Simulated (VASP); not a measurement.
# AgBr (Fm-3m) in VASP: a series of runs

One crystal, AgBr, is run at these levels: LDA, PBE; tasks: electric field gradients.

Program: VASP 6.6.1. These are calculated values, not measurements. Logs are shortened: lines on timing, memory, paths and dates and some standing lists are left out, and cuts for length are marked.

## Step 1: The structure

It takes space group Fm-3m (No. 225, cubic). The conventional cell has a = 5.772 Å, b = 5.772 Å, c = 5.772 Å, α = 90.00°, β = 90.00°, γ = 90.00°. Ag (site symmetry m-3m) is surrounded by 6 Br at 2.89 Å. Br (site symmetry m-3m) is surrounded by 6 Ag at 2.89 Å.

## Step 2: Electric field gradients, LDA

Contents of INCAR:

```
SYSTEM = AgBr
ALGO = Normal
EDIFF = 1E-8
ENCUT = 520
GGA = CA
ISIF = 2
ISMEAR = -1
LASPH = .TRUE.
LCHARG = .FALSE.
LEFG = .TRUE.
LREAL = .FALSE.
LWAVE = .FALSE.
NBANDS = 16
NELM = 80
PREC = Accurate
SIGMA = 0.03
```

Contents of KPOINTS:

```
k-points
0
G
  7 7 7
  0 0 0
```

Contents of POSCAR:

```
AgBr
1.0
    0.0000000000      2.8860500000      2.8860500000
    2.8860500000      0.0000000000      2.8860500000
    2.8860500000      2.8860500000      0.0000000000
Ag Br
1 1
Direct
    0.5000000000      0.5000000000      0.5000000000
    0.0000000000      0.0000000000      0.0000000000
```

Potentials or basis: VASP PAW LDA potentials, release 64 (Ag, Br).

Run with:

```console
$ cat potpaw_LDA.64/Ag/POTCAR potpaw_LDA.64/Br/POTCAR > POTCAR
$ mpirun -np 1 vasp_std > vasp.out
```

OUTCAR:

```text
SYSTEM = AgBr
   EDIFF = 1E-8
   ENCUT = 520
   GGA = CA
   ISIF = 2
   ISMEAR = -1
   LASPH = .TRUE.
   LREAL = .FALSE.
   NELM = 80
   PREC = Accurate

 ion  position               nearest neighbor table
   1  0.500  0.500  0.500-   2 2.89   2 2.89   2 2.89   2 2.89   2 2.89   2 2.89
   2  0.000  0.000  0.000-   1 2.89   1 2.89   1 2.89   1 2.89   1 2.89   1 2.89

  LATTYP: Found a face centered cubic cell.
 ALAT       =     5.7721000000

  Lattice vectors:

 A1 = (   0.0000000000,   2.8860500000,   2.8860500000)
 A2 = (   2.8860500000,   0.0000000000,   2.8860500000)
 A3 = (   2.8860500000,   2.8860500000,   0.0000000000)

Analysis of symmetry for initial positions (statically):
=====================================================================
 Subroutine PRICEL returns:
 Original cell was already a primitive cell.

 Routine SETGRP: Setting up the symmetry group for a
 face centered cubic supercell.

 Subroutine GETGRP returns: Found 48 space group operations
 (whereof 48 operations were pure point group operations)
 out of a pool of 48 trial point group operations.

The static configuration has the point symmetry O_h .

Analysis of symmetry for dynamics (positions and initial velocities):
=====================================================================
 Subroutine PRICEL returns:
 Original cell was already a primitive cell.

 Routine SETGRP: Setting up the symmetry group for a
 face centered cubic supercell.

 Subroutine GETGRP returns: Found 48 space group operations
 (whereof 48 operations were pure point group operations)
 out of a pool of 48 trial point group operations.

The dynamic configuration has the point symmetry O_h .

 Subroutine INISYM returns: Found 48 space group operations
 (whereof 48 operations are pure point group operations),
 and found     1 'primitive' translations

----------------------------------------------------------------------------------------

                                     Primitive cell

  volume of cell :      48.0775

  direct lattice vectors                    reciprocal lattice vectors
[... 118 lines left out ...]

 number of electron      18.0000004 magnetization

 Free energy of the ion-electron system (eV)
  ---------------------------------------------------
  ext. energy  EPLUGINS =         0.00000000
  ---------------------------------------------------
  free energy    TOTEN  =        -6.33841114 eV

  energy without entropy =       -6.33840549  energy(sigma->0) =       -6.33840832

 E-fermi :   3.5091     XC(G=0): -10.1930

 val. band max:        3.2154621234   @ k =   0.4286   0.0000   0.0000
 cond. band min:       3.6994448316   @ k =   0.0000   0.0000   0.0000
 fundamental gap:      0.4839827082
 Fermi energy:         3.5091182678

 k-point     1 :       0.0000    0.0000    0.0000
  band No.  band energies     occupation
      1     -11.7025      2.00000
      2       0.4908      2.00000
      3       0.4908      2.00000
      4       0.4924      2.00000
      5       0.4924      2.00000
      6       0.4924      2.00000
[... 357 lines left out ...]
      3      -0.6829      2.00000
      4      -0.5747      2.00000
      5       0.7581      2.00000
      6       0.8535      2.00000
[... 8 lines left out ...]
     15      15.8981      0.00000
     16      18.4281      0.00000

------------------------ aborting loop because EDIFF is reached ----------------------------------------

  FORCE on cell =-STRESS in cart. coord.  units (eV):
  Direction    XX          YY          ZZ          XY          YZ          ZX
  --------------------------------------------------------------------------------------
  -------------------------------------------------------------------------------------
  Total       -1.4342906     -1.4342906     -1.4342906     -0.0000000     -0.0000000      0.0000000
  in kB      -47.7976095    -47.7976095    -47.7976095     -0.0000000     -0.0000000      0.0000000
  external PRESSURE =     -47.7976095 kB  Pullay stress =       0.0000000 kB

 VOLUME and BASIS-vectors are now :
 -----------------------------------------------------------------------------
  energy-cutoff  :      520.00
  volume of cell :       48.08
      direct lattice vectors                 reciprocal lattice vectors
     0.000000000  2.886050000  2.886050000    -0.173247172  0.173247172  0.173247172
     2.886050000  0.000000000  2.886050000     0.173247172 -0.173247172  0.173247172
     2.886050000  2.886050000  0.000000000     0.173247172  0.173247172 -0.173247172

 POSITION                                       TOTAL-FORCE (eV/Angst)
 -----------------------------------------------------------------------------------
      2.88605      2.88605      2.88605        -0.000000     -0.000000     -0.000000
      0.00000      0.00000      0.00000         0.000000      0.000000      0.000000
 -----------------------------------------------------------------------------------
    total drift:                                0.000000      0.000000      0.000000

  FREE ENERGIE OF THE ION-ELECTRON SYSTEM (eV)
  ---------------------------------------------------
  free  energy   TOTEN  =        -6.3384111449 eV

  energy  without entropy=       -6.3384054895  energy(sigma->0) =       -6.33840832

 Electric field gradients (V/A^2)
---------------------------------------------------------------------
 ion       V_xx      V_yy      V_zz      V_xy      V_xz      V_yz
---------------------------------------------------------------------
   1       0.000    -0.000    -0.000     0.001     0.001     0.001
   2       0.000     0.000    -0.000    -0.000    -0.000    -0.000
---------------------------------------------------------------------

 Electric field gradients after diagonalization (V/A^2)
 (convention: |V_zz| > |V_xx| > |V_yy|)
----------------------------------------------------------------------
 ion       V_xx      V_yy      V_zz     asymmetry (V_yy - V_xx)/ V_zz
----------------------------------------------------------------------
   1      -0.001    -0.001     0.003       0.000
   2       0.000     0.000    -0.001       0.000
----------------------------------------------------------------------

           NMR quadrupolar parameters

 Cq : quadrupolar parameter    Cq=e*Q*V_zz/h
 eta: asymmetry parameters     (V_yy - V_xx)/ V_zz
 Q  : nuclear electric quadrupole moment in mb (millibarn)
----------------------------------------------------------------------
 ion       Cq(MHz)       eta       Q (mb)
----------------------------------------------------------------------
   1       0.000       0.000       1.000
   2      -0.000       0.000       1.000
----------------------------------------------------------------------
```

OSZICAR:

```text
N       E                     dE             d eps       ncg     rms          rms(c)
DAV:   1     0.906097319044E+02    0.90610E+02   -0.86151E+03   640   0.101E+03
DAV:   2    -0.346789815639E+01   -0.94078E+02   -0.87368E+02   792   0.214E+02
DAV:   3    -0.644139126002E+01   -0.29735E+01   -0.29638E+01   824   0.379E+01
DAV:   4    -0.645327142469E+01   -0.11880E-01   -0.11880E-01   768   0.278E+00
DAV:   5    -0.645336752449E+01   -0.96100E-04   -0.96099E-04   816   0.243E-01    0.589E+00
DAV:   6    -0.634607161851E+01    0.10730E+00   -0.20445E-01   776   0.633E+00    0.400E+00
DAV:   7    -0.633996810202E+01    0.61035E-02   -0.35600E-02   712   0.132E+00    0.159E+00
DAV:   8    -0.633850575026E+01    0.14624E-02   -0.26382E-03   768   0.491E-01    0.236E-01
DAV:   9    -0.633840900183E+01    0.96748E-04   -0.28689E-04   808   0.197E-01    0.437E-02
DAV:  10    -0.633840993438E+01   -0.93255E-06   -0.13527E-05   760   0.544E-02    0.174E-02
DAV:  11    -0.633841133426E+01   -0.13999E-05   -0.36645E-06   800   0.141E-02    0.435E-03
DAV:  12    -0.633841113972E+01    0.19455E-06   -0.34273E-07   760   0.518E-03    0.160E-03
DAV:  13    -0.633841114495E+01   -0.52312E-08   -0.69495E-08   728   0.178E-03
   1 F= -.63384111E+01 E0= -.63384083E+01  d E =-.565541E-05
```

stdout:

```text
POSCAR found type information on POSCAR AgBr
 POSCAR found :  2 types and       2 ions
 scaLAPACK will be used
 LDA part: xc-table for (Slater(with rela. corr.)+CA(PZ))
 , standard interpolation
 POSCAR, INCAR and KPOINTS ok, starting setup
 FFT: planning ... GRIDC
 FFT: planning ... GRID_SOFT
 FFT: planning ... GRID
 WAVECAR not read
 entering main loop
ion   1

ion   2
```

Wall time 8.4 s (1 thread of Intel Xeon Platinum 8488C (Sapphire Rapids), shared host); peak memory 0.15 GiB.

Results:

- Free energy: -6.3384 eV
- Pressure: -4.8 GPa
- Band gap on the k mesh: 0.48 eV, indirect (least direct gap 2.28 eV)

Levels at points of the mesh, in eV from the valence-band top:
```tsv
k point	band 5	band 6	band 7	band 8	band 9	band 10	band 11	band 12	band 13	band 14
(0.00, 0.00, 0.00)	-2.72	-2.72	-1.80	-1.80	-1.80	0.48	9.90	9.90	9.90	10.99
```

Electric field gradients, principal values (V/Å²):
```csv
atom,Vxx,Vyy,Vzz
1 Ag,-0.001,-0.001,0.003
2 Br,0.000,0.000,-0.001
```

Caveat: an odd mesh through Γ misses points on the zone boundary, where band edges often lie.

## Step 3: Electric field gradients, PBE, non-collinear spin, zero start, spin-orbit coupling

Contents of INCAR:

```
ALGO = Normal
EDIFF = 1E-8
ENCUT = 520
GGA = PE
GGA_COMPAT = False
ISIF = 2
ISMEAR = -1
LASPH = True
LCHARG = False
LEFG = True
LMAXMIX = 4
LORBIT = 11
LORBMOM = True
LREAL = False
LSORBIT = True
LWAVE = False
MAGMOM = 0 0 0 0 0 0
NBANDS = 30
NELM = 150
PREC = Accurate
SIGMA = 0.03
```

Contents of KPOINTS:

```
k-points
0
Gamma
  7 7 7
```

POSCAR is that of step 2.

Potentials or basis: VASP PAW PBE potentials, release 64 (Ag, Br).

Run with:

```console
$ cat potpaw_PBE.64/Ag/POTCAR potpaw_PBE.64/Br/POTCAR > POTCAR
$ mpirun -np 1 vasp_ncl > vasp.out
```

OUTCAR:

```text
EDIFF = 1E-8
   ENCUT = 520
   GGA = PE
   ISIF = 2
   ISMEAR = -1
   LASPH = True
   LORBIT = 11
   LREAL = False
   LSORBIT = True
   NELM = 150
   PREC = Accurate

 ion  position               nearest neighbor table
   1  0.500  0.500  0.500-   2 2.89   2 2.89   2 2.89   2 2.89   2 2.89   2 2.89
   2  0.000  0.000  0.000-   1 2.89   1 2.89   1 2.89   1 2.89   1 2.89   1 2.89

  LATTYP: Found a face centered cubic cell.
 ALAT       =     5.7721000000

  Lattice vectors:

 A1 = (   0.0000000000,   2.8860500000,   2.8860500000)
 A2 = (   2.8860500000,   0.0000000000,   2.8860500000)
 A3 = (   2.8860500000,   2.8860500000,   0.0000000000)

Analysis of symmetry for initial positions (statically):
=====================================================================
 Subroutine PRICEL returns:
 Original cell was already a primitive cell.

 Routine SETGRP: Setting up the symmetry group for a
 face centered cubic supercell.

 Subroutine GETGRP returns: Found 48 space group operations
 (whereof 48 operations were pure point group operations)
 out of a pool of 48 trial point group operations.

The static configuration has the point symmetry O_h .

Analysis of symmetry for dynamics (positions and initial velocities):
=====================================================================
 Subroutine PRICEL returns:
 Original cell was already a primitive cell.

 Routine SETGRP: Setting up the symmetry group for a
 face centered cubic supercell.

 Subroutine GETGRP returns: Found 48 space group operations
 (whereof 48 operations were pure point group operations)
 out of a pool of 48 trial point group operations.

The dynamic configuration has the point symmetry O_h .

Analysis of structural, dynamic, and magnetic symmetry:
=====================================================================
 Subroutine PRICEL returns:
 Original cell was already a primitive cell.

 Routine SETGRP: Setting up the symmetry group for a
[... 890 lines left out ...]

 # of ion     p       d       tot
 ----------------------------------------
  1         0.000   0.000   0.000
  2         0.000  -0.000  -0.000
 ----------------------------------------
            0.000   0.000   0.000

 orbital moment (z)

 # of ion     p       d       tot
 ----------------------------------------
  1         0.000   0.000   0.000
  2         0.000   0.000   0.000
 ----------------------------------------
            0.000   0.000   0.000

 Spin-Orbit-Coupling matrix elements

 Ion:    1  E_soc:     -0.0392881
 l=   1
     0.0000000    -0.0010457    -0.0010457
    -0.0010457     0.0000000    -0.0010457
    -0.0010457    -0.0010457     0.0000000
 l=   2
     0.0000000    -0.0011061     0.0000000    -0.0011061    -0.0043963
    -0.0011061     0.0000000    -0.0032972    -0.0011061    -0.0010991
     0.0000000    -0.0032972     0.0000000    -0.0032972     0.0000000
    -0.0011061    -0.0011061    -0.0032972     0.0000000    -0.0010991
    -0.0043963    -0.0010991     0.0000000    -0.0010991     0.0000000
 l=   3
     0.0000000     0.0000000     0.0000000     0.0000000     0.0000000     0.0000000     0.0000000
     0.0000000     0.0000000     0.0000000     0.0000000     0.0000000     0.0000000     0.0000000
     0.0000000     0.0000000     0.0000000     0.0000000     0.0000000     0.0000000     0.0000000
     0.0000000     0.0000000     0.0000000     0.0000000     0.0000000     0.0000000     0.0000000
     0.0000000     0.0000000     0.0000000     0.0000000     0.0000000     0.0000000     0.0000000
     0.0000000     0.0000000     0.0000000     0.0000000     0.0000000     0.0000000     0.0000000
     0.0000000     0.0000000     0.0000000     0.0000000     0.0000000     0.0000000     0.0000000

 Ion:    2  E_soc:     -0.0572706
 l=   1
     0.0000000    -0.0095326    -0.0095326
    -0.0095326     0.0000000    -0.0095326
    -0.0095326    -0.0095326     0.0000000
 l=   2
     0.0000000     0.0000003     0.0000000     0.0000003    -0.0000128
     0.0000003     0.0000000    -0.0000096     0.0000003    -0.0000032
     0.0000000    -0.0000096     0.0000000    -0.0000096     0.0000000
     0.0000003     0.0000003    -0.0000096     0.0000000    -0.0000032
    -0.0000128    -0.0000032     0.0000000    -0.0000032     0.0000000
 l=   3
     0.0000000     0.0000000     0.0000000     0.0000000     0.0000000     0.0000000     0.0000000
     0.0000000     0.0000000     0.0000000     0.0000000     0.0000000     0.0000000     0.0000000
     0.0000000     0.0000000     0.0000000     0.0000000     0.0000000     0.0000000     0.0000000
     0.0000000     0.0000000     0.0000000     0.0000000     0.0000000     0.0000000     0.0000000
     0.0000000     0.0000000     0.0000000     0.0000000     0.0000000     0.0000000     0.0000000
     0.0000000     0.0000000     0.0000000     0.0000000     0.0000000     0.0000000     0.0000000
     0.0000000     0.0000000     0.0000000     0.0000000     0.0000000     0.0000000     0.0000000

 total charge

# of ion       s       p       d       tot
------------------------------------------
    1        0.223   0.147   9.351   9.721
    2        1.616   3.194   0.026   4.836
--------------------------------------------------
tot          1.839   3.342   9.377  14.558

 magnetization (x)

# of ion       s       p       d       tot
------------------------------------------
    1        0.000   0.000   0.000   0.000
    2        0.000   0.000   0.000   0.000
--------------------------------------------------
tot          0.000   0.000   0.000   0.000

 magnetization (y)

# of ion       s       p       d       tot
------------------------------------------
    1        0.000   0.000   0.000   0.000
    2       -0.000   0.000   0.000   0.000
--------------------------------------------------
tot         -0.000   0.000   0.000   0.000

 magnetization (z)

# of ion       s       p       d       tot
------------------------------------------
    1       -0.000   0.000   0.000  -0.000
    2       -0.000   0.000  -0.000  -0.000
--------------------------------------------------
tot         -0.000   0.000  -0.000  -0.000
```

stdout:

```text
POSCAR found type information on POSCAR AgBr
 POSCAR found :  2 types and       2 ions
 scaLAPACK will be used
 LDA part: xc-table for (Slater+PW92), standard interpolation
 POSCAR, INCAR and KPOINTS ok, starting setup
 FFT: planning ... GRIDC
 FFT: planning ... GRID_SOFT
 FFT: planning ... GRID
 WAVECAR not read
 entering main loop
ion   1

ion   2
```

It took 49 s on 1 thread of Intel Xeon Platinum 8488C (Sapphire Rapids), shared host; peak memory 0.29 GiB.

What came out:

```
Free energy                                           : -5.0404 eV
Pressure                                              : 1.5 GPa
Net moment                                            : 0.00 μB per cell
Valence electrons inside the program's atomic spheres : Ag 9.72; Br 4.84
```

Moments on the atoms (μB; x, y, z):
```
Ag  0.00 0.00 0.00
Br  0.00 0.00 0.00
```

Electric field gradients, principal values (V/Å²):
| atom | Vxx | Vyy | Vzz |
| --- | --- | --- | --- |
| 1 Ag | -0.001 | -0.001 | 0.003 |
| 2 Br | 0.000 | 0.000 | -0.001 |
